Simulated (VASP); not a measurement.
Computed with r2SCAN meta-GGA, VASP's PBE PAW potentials (set 64) (plane waves; VASP).

VASP input:

**INCAR**
```
LASPH=T   # aspherical one-centre terms
ENCUT=520   # plane-wave cut-off (eV)
ALGO=Normal   # blocked Davidson
ISMEAR=0
LMIXTAU=T
SYSTEM=BaSnO3
EDIFFG=-0.001   # ionic stop
LCHARG=F
METAGGA=R2SCAN
LMAXMIX=4   # l cut-off of mixed one-centre charges
EDIFF=1E-8   # SCF stop (eV)
LWAVE=F
SIGMA=0.05
LREAL=F   # projection in real space or not
PREC=Accurate
NSW=30   # most ionic steps
NELM=100
IBRION=1
ISIF=2
```

File POSCAR:
```
BaSnO3
1
    4.1446870009    -0.0000000000    -0.0000000000
   -0.0000000000     4.1446870009    -0.0000000000
    0.0000000000     0.0000000000     4.1446870009
Ba Sn O
1 1 3
Direct
  0.0000000000   0.0000000000   0.0000000000
  0.5000000000   0.5000000000   0.5000000000
  0.5000000000   0.0000000000   0.5000000000
  0.0000000000   0.5000000000   0.5000000000
  0.5000000000   0.5000000000   0.0000000000
```

**KPOINTS**
```
Automatic mesh
0
Gamma
5 5 5
0 0 0
```

POTCAR, in this order: Ba_sv Sn_d O (PBE.64 set). Program: vasp_std.

The run wrote:

**OSZICAR**
```
       N       E                     dE             d eps       ncg     rms          rms(c)
DAV:   1     0.392567447887E+03    0.39257E+03   -0.22798E+04   525   0.224E+03
DAV:   2    -0.468697297906E+02   -0.43944E+03   -0.42669E+03   589   0.578E+02
DAV:   3    -0.950820485613E+02   -0.48212E+02   -0.47784E+02   571   0.169E+02
DAV:   4    -0.970076949238E+02   -0.19256E+01   -0.19211E+01   670   0.347E+01
DAV:   5    -0.970552097170E+02   -0.47515E-01   -0.47493E-01   719   0.488E+00    0.135E+01
DAV:   6    -0.824780703174E+02    0.14577E+02   -0.16222E+01   772   0.653E+01    0.599E+00
DAV:   7    -0.804660218941E+02    0.20120E+01   -0.22865E+00   702   0.150E+01    0.298E+00
DAV:   8    -0.845114977234E+02   -0.40455E+01   -0.13697E+00   528   0.106E+01    0.168E+00
DAV:   9    -0.809757338761E+02    0.35358E+01   -0.81852E-01   506   0.724E+00    0.381E-01
DAV:  10    -0.812954720721E+02   -0.31974E+00   -0.14738E-01   579   0.337E+00    0.286E-01
DAV:  11    -0.812257020988E+02    0.69770E-01   -0.39630E-02   522   0.183E+00    0.888E-02
DAV:  12    -0.813247093368E+02   -0.99007E-01   -0.76981E-02   510   0.291E+00    0.105E-01
DAV:  13    -0.813277593920E+02   -0.30501E-02   -0.32820E-03   645   0.597E-01    0.599E-02
DAV:  14    -0.813329225434E+02   -0.51632E-02   -0.27588E-03   539   0.525E-01    0.248E-02
DAV:  15    -0.813334260946E+02   -0.50355E-03   -0.42057E-04   531   0.202E-01    0.165E-02
DAV:  16    -0.813334209585E+02    0.51361E-05   -0.14413E-05   739   0.319E-02    0.138E-02
DAV:  17    -0.813334905041E+02   -0.69546E-04   -0.39947E-05   661   0.505E-02    0.414E-03
DAV:  18    -0.813335234911E+02   -0.32987E-04   -0.13285E-05   610   0.435E-02    0.213E-03
DAV:  19    -0.813335232466E+02    0.24453E-06   -0.56346E-07   694   0.844E-03    0.200E-03
DAV:  20    -0.813335233908E+02   -0.14418E-06   -0.71682E-08   595   0.322E-03    0.134E-03
DAV:  21    -0.813335233098E+02    0.80970E-07   -0.13983E-07   696   0.518E-03    0.225E-04
DAV:  22    -0.813335233122E+02   -0.23820E-08   -0.97947E-09   379   0.119E-03
   1 F= -.81333523E+02 E0= -.81333523E+02  d E =-.813335E+02
```

OUTCAR:
```
------------------------ aborting loop because EDIFF is reached ----------------------------------------
  FORCE on cell =-STRESS in cart. coord.  units (eV):
  Direction    XX          YY          ZZ          XY          YZ          ZX
  --------------------------------------------------------------------------------------
  Total       -0.0074371     -0.0074371     -0.0074371     -0.0000000      0.0000000      0.0000000
  in kB       -0.1673548     -0.1673548     -0.1673548     -0.0000000      0.0000000      0.0000000
  external PRESSURE =      -0.1673548 kB  Pullay stress =       0.0000000 kB
  volume of cell :       71.20
      direct lattice vectors                 reciprocal lattice vectors
     4.144687001  0.000000000  0.000000000     0.241272743  0.000000000  0.000000000
     0.000000000  4.144687001  0.000000000     0.000000000  0.241272743  0.000000000
     0.000000000  0.000000000  4.144687001     0.000000000  0.000000000  0.241272743
 POSITION                                       TOTAL-FORCE (eV/Angst)
 -----------------------------------------------------------------------------------
      0.00000      0.00000      0.00000         0.000000      0.000000      0.000000
      2.07234      2.07234      2.07234         0.000000      0.000000      0.000000
      2.07234      0.00000      2.07234         0.000000      0.000000      0.000000
      0.00000      2.07234      2.07234         0.000000      0.000000      0.000000
      2.07234      2.07234      0.00000         0.000000      0.000000      0.000000
 -----------------------------------------------------------------------------------
    total drift:                                0.000000     -0.000000     -0.000000
  FREE ENERGIE OF THE ION-ELECTRON SYSTEM (eV)
  ---------------------------------------------------
  free  energy   TOTEN  =       -81.3335233122 eV

  energy  without entropy=      -81.3335233122  energy(sigma->0) =      -81.33352331

 reached required accuracy - stopping structural energy minimisation
```
(Selected blocks of OUTCAR.)

**OUTCAR**
```
 val. band max:        3.8539299273   @ k =   0.4000   0.4000   0.4000

 cond. band min:       5.3915036384   @ k =   0.0000   0.0000   0.0000


 Fermi energy:         4.0882530558

 k-point     1 :       0.0000    0.0000    0.0000
  band No.  band energies     occupation
      1     -21.7402      2.00000
      2     -17.3104      2.00000
      3     -17.3104      2.00000
      4     -16.3834      2.00000
      5     -16.3834      2.00000
      6     -16.3834      2.00000
      7     -14.5779      2.00000
      8     -11.7284      2.00000
      9     -11.7284      2.00000
     10      -6.5223      2.00000
     11      -6.5223      2.00000
     12      -6.5223      2.00000
     13      -0.5447      2.00000
     14      -0.5447      2.00000
     15      -0.5447      2.00000
     16       2.9219      2.00000
     17       2.9219      2.00000
     18       2.9219      2.00000
     19       3.4529      2.00000
     20       3.4529      2.00000
     21       3.4529      2.00000
     22       5.3915      0.00000
     23       9.4010      0.00000
     24       9.4010      0.00000
     25      11.8307      0.00000

 k-point     2 :       0.2000    0.0000    0.0000
  band No.  band energies     occupation
      1     -21.7132      2.00000
      2     -17.3091      2.00000
      3     -17.1994      2.00000
      4     -16.3895      2.00000
      5     -16.3895      2.00000
      6     -16.3832      2.00000
      7     -14.5077      2.00000
      8     -12.2086      2.00000
      9     -11.7212      2.00000
     10      -6.4576      2.00000
     11      -6.4576      2.00000
     12      -6.3989      2.00000
     13      -0.5839      2.00000
     14      -0.5787      2.00000
     15      -0.5787      2.00000
     16       2.6639      2.00000
     17       2.7094      2.00000
     18       2.8160      2.00000
     19       2.8160      2.00000
     20       3.3232      2.00000
     21       3.3232      2.00000
     22       6.7448      0.00000
     23      10.0098      0.00000
...
```

Unless said otherwise, spin-orbit coupling is left out, though it shifts the bands of the heavy elements here.

The compound is BaSnO3 in the cubic perovskite structure. It was relaxed first. The start is the result of an earlier pass.
